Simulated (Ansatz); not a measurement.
Quadrupolar parameters in SiO₂ at a changed volume

The cell is an entry of the Crystallography Open Database (COD), relaxed with PBE at fixed cell and then changed (volume scaled by 0.96, ions relaxed).

Space group P4_12_12 (No. 92); a = 7.3631, c = 8.5035 Å.

```csv
site,Wyckoff,site symmetry,x,y,z
Si1,4a,..2,0.4352,0.4352,0.0000
Si5,8b,1,0.3715,0.1584,0.2397
O13,8b,1,0.3679,0.3670,0.1762
O21,8b,1,0.1448,0.1391,0.2319
O29,8b,1,0.4187,0.0557,0.4034
```

One atom of each set is listed.

Level of theory: DFT, PBE, plane waves and PAW, scalar-relativistic, 420 eV cutoff, Γ-centred 3×3×3 k-points, Fermi–Dirac smearing 0.02 eV (Ansatz 0.2.0).

V_zz is the principal component of the electric field gradient with the largest magnitude, η = (V_xx − V_yy)/V_zz and C_Q = eQV_zz/h.

O-17: I = 5/2, Q = -25.58 mb. Q values from Pyykkö, Mol. Phys. 116, 1328 (2018).

Problem. What field gradients does the calculation give at each kind of site?

Solution. 

```json
{"site": "Si1", "atoms": "4", "first shell": "4 O at 1.62–1.66 Å", "V_zz (10²¹ V/m²)": "6.60", "η": "0.66", "C_Q (MHz)": "–"}
{"site": "Si5", "atoms": "8", "first shell": "4 O at 1.62–1.68 Å", "V_zz (10²¹ V/m²)": "8.13", "η": "0.36", "C_Q (MHz)": "–"}
{"site": "O13", "atoms": "8", "first shell": "2 Si at 1.63–1.66 Å, angle 126°", "V_zz (10²¹ V/m²)": "8.76", "η": "0.72", "C_Q (MHz)": "-5.42"}
{"site": "O21", "atoms": "8", "first shell": "2 Si at 1.62–1.68 Å, angle 116°", "V_zz (10²¹ V/m²)": "8.59", "η": "0.84", "C_Q (MHz)": "-5.31"}
{"site": "O29", "atoms": "8", "first shell": "2 Si at 1.62–1.64 Å, angle 134°", "V_zz (10²¹ V/m²)": "9.69", "η": "0.52", "C_Q (MHz)": "-6.00"}
```

Si has no stable isotope with a ground-state quadrupole moment in the table, so no C_Q is given.

At this changed cell the PBE pressure is 8 GPa.
